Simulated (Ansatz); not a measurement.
# BaTiO3 (R3m): an equation of state far from equilibrium

An exercise on one series of results from a longer session: the logs are not shown, and one member is left open.

Method: DFT r²SCAN, scalar-relativistic, plane waves, PAW, in Ansatz 0.2.0.

### The structure to begin with

Symmetry: R3m, No. 160, trigonal system. Conventional cell: a = 5.681 Å, b = 5.681 Å, c = 6.993 Å, α = 90.00°, β = 90.00°, γ = 120.00°. Ba (site symmetry 3m) has 12 O at 2.78 to 2.93 Å as nearest neighbours. Ti (site symmetry 3m) has 6 O at 1.87 to 2.16 Å as nearest neighbours. O (site symmetry m) is surrounded by 2 Ti at 1.87 to 2.16 Å.

Structure file:

```
Ba Ti O
1.0
     2.84032    1.63986    2.33110
    -2.84032    1.63986    2.33110
     0.00000   -3.27972    2.33110
Ba Ti O
1 1 3
Direct
  0.99672 0.99672 0.99672
  0.48331 0.48331 0.48331
  0.50986 0.50986 0.01944
  0.01944 0.50986 0.50986
  0.50986 0.01944 0.50986
```

This cell comes from an earlier session at r²SCAN: 13.029 Å³/atom at 0.00 GPa, on a 6×6×6 mesh.

The first run:

Contents of input.yaml:

```yaml
crystal:
  lattice:
    - [2.8019324945, 1.61769648, 2.2995966828]
    - [-2.8019324945, 1.61769648, 2.2995966828]
    - [0.0, -3.2353929599, 2.2995966828]
  atoms:
    - { symbol: Ba, position: [-0.0032775326, -0.0032775326, -0.0032775326] }
    - { symbol: Ti, position: [0.4833123891, 0.4833123891, 0.4833123891] }
    - { symbol: O, position: [0.5098611305, 0.5098611305, 0.0194428825] }
    - { symbol: O, position: [0.0194428825, 0.5098611305, 0.5098611305] }
    - { symbol: O, position: [0.5098611305, 0.0194428825, 0.5098611305] }
basis:
  ecutwfc: 500
  ecutrho_ratio: 4
kpoints:
  mp_grid: { grid: [6, 6, 6] }
hamiltonian:
  xc: r2scan
scf:
  occupations: { method: gaussian, width: 0.05 }
output:
  forces: true
  stress: true
  eigenvalues: true
relax:
  f_tol: 0.01
  max_steps: 40
  cell: { stress_tol: 0.1, fix: [volume] }
```

Started as:

```
ansatz run input.yaml --threads 2 --pin off --max-ram 5120MiB --backend cpu --events-out ev --progress --plain --runs-dir out
```

Steps of the session up to this table: Volume × 0.96; Volume × 1.04; Volume × 0.92; Volume × 0.88; Volume × 0.84; Volume × 0.8.

One of the session's tables, all rows but one given; the rest of the session is left out.

```
volume (Å³/atom)  energy above the lowest (meV/atom)  pressure (GPa)  gap on the mesh (eV)
          10.423                               351.2            56.7                  2.44
          10.944                                   ?               ?                     ?
          11.466                                96.3            24.2                  2.40
          11.987                                37.1            12.8                  2.36
          12.508                                 8.2             5.4                  2.61
          13.029                                 0.0             0.0                  2.87
          13.550                                 6.7            -3.9                  3.11
```

Q: Estimate the row for volume (Å³/atom) = 10.944 from the others.

Worked estimate for «energy above the lowest (meV/atom)». A straight line through the neighbours (10.423, 351.2) and (11.466, 96.3) gives 351.2 + (96.3 − 351.2) × (10.944 − 10.423) / (11.466 − 10.423) = 223.9; a parabola fitted to 3 rows on both sides gives 201.1.

**Answer.** energy above the lowest (meV/atom): 197.4; pressure (GPa): 38.6; gap on the mesh (eV): 2.43. In «energy above the lowest (meV/atom)» the line misses by +26.5 and the parabola by +3.7.

Limits of these values: Other structures may be lower in enthalpy at these pressures.
